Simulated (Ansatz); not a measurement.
Crystal: ZnO (zincite).

```
Zn O
1.0
     3.24931    0.00000    0.00000
    -1.62465    2.81398    0.00000
     0.00000    0.00000    5.20571
Zn O
2 2
Direct
  0.66667 0.33333 0.00000
  0.33333 0.66667 0.50000
  0.33333 0.66667 0.87901
  0.66667 0.33333 0.37901
```

Base run:

```yaml
Program: Ansatz 0.2.0
Functional: BLYP
Potentials_or_basis: Ansatz PAW
Cutoff: "420 eV (not typed: the program's choice for these potentials)"
k_mesh: 9 × 9 × 5
Occupations: fermi-dirac, width 0.05 eV
Spin: no spin polarisation
```

Its results: band gap on the k mesh 0.96 eV, direct; pressure 9.4 GPa; largest force 0.070 eV/Å.

Question: The run is repeated on the same cell with these changes: functional from BLYP to PBE; k mesh from 9 × 9 × 5 to 16 × 16 × 9. What comes out?

Answer: Band gap on the k mesh 0.80 eV, direct; pressure 4.9 GPa; largest force 0.070 eV/Å.

Several settings changed at once, so the effect can't be laid on one alone.

Caveats: the PAW data sets come from PBE, with cores solved anew for the run's functional, which leaves a small shift of forces and pressure (some runs); odd divisions of the mesh miss points on the zone boundary, where band edges often lie, so the gap on the mesh can be too wide (some runs).
